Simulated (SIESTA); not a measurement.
The system is MgS (Niningerite).

```xyz
2
Lattice="0.0000 2.6016 2.6016 2.6016 0.0000 2.6016 2.6016 2.6016 0.0000" Properties=species:S:1:pos:R:3 pbc="T T T"
S     2.6016    2.6016    2.6016
Mg    0.0000    0.0000    0.0000
```

Base run:

- Program: SIESTA 5.4.2
- Functional: LDA
- Potentials or basis: PseudoDojo 0.4 standard (LDA files)
- Basis: DZP (energy shift 0.003 Ry; two zetas on semicore shells)
- Grid cutoff: 800 Ry
- Energy shift: 0.003 Ry
- k mesh: 9 × 9 × 9
- Occupations: fermi-dirac, width 0.05 eV
- Spin: no spin polarisation

Its results: band gap on the k mesh 2.63 eV, indirect (least direct gap 3.57 eV); pressure -0.9 GPa.

Question: The run is repeated on the same cell with these changes: basis from DZP (energy shift 0.003 Ry; two zetas on semicore shells) to SZP (energy shift 0.003 Ry); k mesh from 9 × 9 × 9 to 7 × 7 × 7. What comes out?

Answer: Band gap on the k mesh 2.52 eV, indirect (least direct gap 3.73 eV); pressure 2.3 GPa.

Several settings changed at once, so the effect can't be laid on one alone.

Caveats: the basis of atomic orbitals isn't converged, which shifts pressures, moduli and gaps; the mesh misses the band edges, which the band path finds closer together (some runs); an odd mesh through Γ misses points on the zone boundary, where band edges often lie (some runs).

Not every run made on this cell is shown here.
